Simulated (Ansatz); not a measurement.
AlN (zincblende) under strain

AlN in the zincblende structure, relaxed with r2SCAN in Ansatz. Space group F-43m (No. 216), cubic; a = 4.370 Å in the conventional setting, 10.43 Å³ an atom. Al has 4 N at 1.89 Å; N has 4 Al at 1.89 Å.

The axes x, y and z are those of this cell:
```
Al N
1.0
     0.00000    2.18488    2.18488
     2.18488    0.00000    2.18488
     2.18488    2.18488    0.00000
Al N
1 1
Direct
  0.00000 0.00000 0.00000
  0.25000 0.25000 0.25000
```

Unstrained: With PBE the valence top lies at Γ and the conduction bottom at X, 3.325 eV higher; the smallest vertical gap, at Γ, is 4.176 eV. The r2SCAN gap is indirect, 3.941 eV (Γ to X), below the direct gap of 4.842 eV at Γ. The HSE06 gap is indirect, 4.552 eV (Γ to X), below the direct gap of 5.547 eV at Γ. Meshes: PBE 10×10×10, r2SCAN 10×10×10, HSE06 8×8×8. Strains are changes of length per length, and xy shears are angles. After each strain the atoms were relaxed again with r2SCAN within the symmetry that the strain leaves, so tilts or polar shifts that break it weren't tested; points keep the names that they have in the unstrained zone. Calculated for a static, non-magnetic cell.

Changes of the least gap in eV (an overlap counts as a negative gap):

| strain | volume change (%) | space group | PBE | r2SCAN | HSE06 | G0W0@PBE (mesh) | energy rise, r2SCAN (meV/atom) |
| --- | --- | --- | --- | --- | --- | --- | --- |
| isotropic -3.0 % on every length | -8.7 | F-43m | +0.043 | +0.069 | +0.085 | +0.14 | 60.5 |
| uniaxial +4.0 % along [111] | +4.0 | R3m | -0.149 | -0.165 | -0.166 | -0.21 | 23.4 |
| xy shear, engineering strain (angle) -1.5 % | 0.0 | Imm2 | -0.069 | -0.072 | -0.068 | -0.07 | 1.4 |
| uniaxial +2.5 % along x | +2.5 | I-4m2 | -0.084 | -0.093 | -0.097 | -0.12 | 6.2 |
| uniaxial +1.5 % along z | +1.5 | I-4m2 | -0.051 | -0.056 | -0.059 | -0.07 | 2.2 |

Unstrained, G0W0@PBE with 87 empty bands, a screening cutoff of 150 eV and a 6×6×6 mesh gives 4.68 eV on its mesh; the band count follows the volume. G0W0 here is at a finite number of bands, screening cutoff and k mesh, not at the basis limit.

Isotropic -3.0 % on every length. HSE06: the gap goes from 4.552 to 4.637 eV (+0.085 eV). Stress change with r2SCAN, compression positive: xx +22.88, yy +22.88, zz +22.88 GPa. For HSE06, dE_g/d ln V = -0.9 eV over this step.

Uniaxial +4.0 % along [111], other directions held. HSE06: the gap goes from 4.552 to 4.386 eV (-0.166 eV); with r2SCAN the top three valence levels at Γ, degenerate before, become 2+1 from the top over 311 meV. Stress change with r2SCAN, compression positive: xx -7.54, yy -7.54, zz -7.54, xy -4.99, xz -4.99, yz -4.99 GPa.

Xy shear, engineering strain (angle) -1.5 %. HSE06: the gap goes from 4.552 to 4.484 eV (-0.068 eV); with r2SCAN the top three valence levels at Γ, degenerate before, become 1+1+1 from the top over 129 meV. Stress change with r2SCAN, compression positive: xx +0.03, yy +0.03, zz -0.01, xy +2.95 GPa.

Uniaxial +2.5 % along x, other directions held. HSE06: the gap goes from 4.552 to 4.455 eV (-0.097 eV); with r2SCAN the top three valence levels at Γ, degenerate before, become 2+1 from the top over 110 meV. Stress change with r2SCAN, compression positive: xx -7.62, yy -3.69, zz -3.69 GPa.

Uniaxial +1.5 % along z, other directions held. HSE06: the gap goes from 4.552 to 4.493 eV (-0.059 eV); with r2SCAN the top three valence levels at Γ, degenerate before, become 2+1 from the top over 65 meV. Stress change with r2SCAN, compression positive: xx -2.29, yy -2.29, zz -4.59 GPa.

The meshes of the hybrids are coarse, so their gaps aren't converged to the digits shown.

The splittings at Γ are without spin-orbit coupling, which regroups them where it is of like size or larger.
